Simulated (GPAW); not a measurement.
Zr:

```
Zr
1.0
     3.23200    0.00000    0.00000
    -1.61600    2.79899    0.00000
     0.00000    0.00000    5.14700
Zr
2
Direct
  0.66667 0.33333 0.75000
  0.33333 0.66667 0.25000
```

| Item | Value |
| --- | --- |
| Program | GPAW 26.7.0 |
| Task | relaxation of cell and atoms |
| Functional | PBEsol |
| Potentials or basis | PAW data sets generated in the run's folder for this functional |
| Cutoff | 600 eV |
| Basis | pw |
| k mesh | 8 × 8 × 5 |
| Occupations | fermi-dirac, width 0.05 eV |
| Spin | no spin polarisation |

At the start: pressure -3.5 GPa; volume 23.28 Å³/atom.

Task: How do energy, volume and symmetry change on relaxing?

Result: Over 5 steps the energy falls by 9.7 meV/atom and the volume is 22.44 Å³/atom (-3.6 %); space group P6_3/mmc (No. 194, to 0.05 Å).

Step by step:
| step | energy change (eV) | largest force (eV/Å) | pressure (GPa) | volume (Å³) |
| --- | --- | --- | --- | --- |
| 1 | 0.0000 | 0.0000 | -3.45 | 46.56 |
| 2 | -0.0091 | 0.0000 | -2.49 | 46.06 |
| 3 | -0.0182 | 0.0000 | 0.12 | 44.82 |
| 4 | -0.0184 | 0.0001 | 0.07 | 44.84 |
| 5 | -0.0193 | 0.0001 | -0.06 | 44.87 |

Final structure:
```xyz
2
Lattice="3.1784 0.0000 0.0000 -1.5892 2.7526 0.0000 0.0000 0.0000 5.1294" Properties=species:S:1:pos:R:3 pbc="T T T"
Zr    1.5892    0.9175    3.8470
Zr    0.0000    1.8350    1.2823
```

Caveat: later steps reuse the first step's grids.
